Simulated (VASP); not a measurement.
# Li: relaxation of cell and atoms with PBE

The system is Li.

```
Li
1.0
     3.00558    0.00000    0.00000
    -1.50279    2.60291    0.00000
     0.00000    0.00000    7.79298
Li
3
Direct
  0.66667 0.33333 0.67698
  0.66667 0.33333 0.32302
  0.00000 0.00000 0.00000
```

The cell was built by a generator and needn't be a form met in nature.

* Program: VASP 6.6.1
* Task: relaxation of cell and atoms
* Functional: PBE
* Potentials or basis: VASP PAW PBE potentials, release 64 (Li_sv)
* Cutoff: 600 eV
* k mesh: 10 × 10 × 4
* Occupations: methfessel-paxton, width 0.1 eV
* Spin: no spin polarisation
* Further INCAR settings: ALGO = Fast; EDIFF = 1e-06; IBRION = 2; EDIFFG = -0.01; NSW = 40; ISIF = 3

```yaml
Relaxed_volume: 20.13 Å³/atom
Relaxed_cell: a = 2.994 Å, b = 2.994 Å, c = 7.779 Å, α = 90.00°, β = 90.00°, γ = 120.00°
Space_group_after_relaxing_to_0.05_Å: P-6m2 (No. 187)
Energy_gained_by_relaxing: 0.1 meV/atom
Ionic_steps: 3
Pressure_after_relaxing: 0.0 GPa
Largest_force_after_relaxing: 0.009 eV/Å
Band_gap_on_the_k_mesh: none (metal or under the smearing width)
```

Forces on the atoms (eV/Å):
```
Li   0.000  0.000 -0.009
Li   0.000  0.000  0.009
Li   0.000  0.000  0.000
```

Step by step:
| step | energy change (eV) | largest force (eV/Å) | pressure (GPa) | volume (Å³) |
| --- | --- | --- | --- | --- |
| 1 | 0.0000 | 0.0078 | -0.13 | 60.97 |
| 2 | -0.0001 | 0.0083 | -0.10 | 60.82 |
| 3 | -0.0003 | 0.0094 | -0.01 | 60.40 |

Final structure:
```xyz
3
Lattice="2.9942 0.0000 0.0000 -1.4971 2.5931 0.0000 0.0000 0.0000 7.7789" Properties=species:S:1:pos:R:3 pbc="T T T"
Li    1.4971    0.8643    5.2646
Li    1.4971    0.8643    2.5142
Li   -1.4971    2.5931    0.0000
```

Levels at points of the mesh, in eV from the Fermi level:
| k point | band 3 | band 4 | band 5 | band 6 | band 7 | band 8 |
| --- | --- | --- | --- | --- | --- | --- |
| (0.00, 0.00, 0.00) | -46.37 | -3.48 | -1.69 | -1.66 | 4.88 | 5.25 |
| (0.50, 0.00, 0.00) | -46.35 | 0.00 | 0.99 | 1.71 | 3.23 | 4.26 |
| (0.50, 0.50, 0.00) | -46.35 | 0.00 | 0.99 | 1.71 | 3.23 | 4.26 |
| (0.00, 0.00, 0.50) | -46.37 | -3.07 | -2.97 | -0.26 | 2.57 | 9.36 |
| (0.50, 0.00, 0.50) | -46.35 | 0.33 | 0.48 | 1.72 | 3.02 | 4.63 |
| (0.50, 0.50, 0.50) | -46.35 | 0.33 | 0.48 | 1.72 | 3.02 | 4.63 |

It took 47 s on 1 thread of AMD EPYC 9R45 96-Core Processor (Zen 5) (shared host), peak memory 0.17 GiB.

Caveat: the cutoff is under 1.25 times the usual one of these potentials, so pressure, stress and relaxed cells hold a basis-set (Pulay) error.
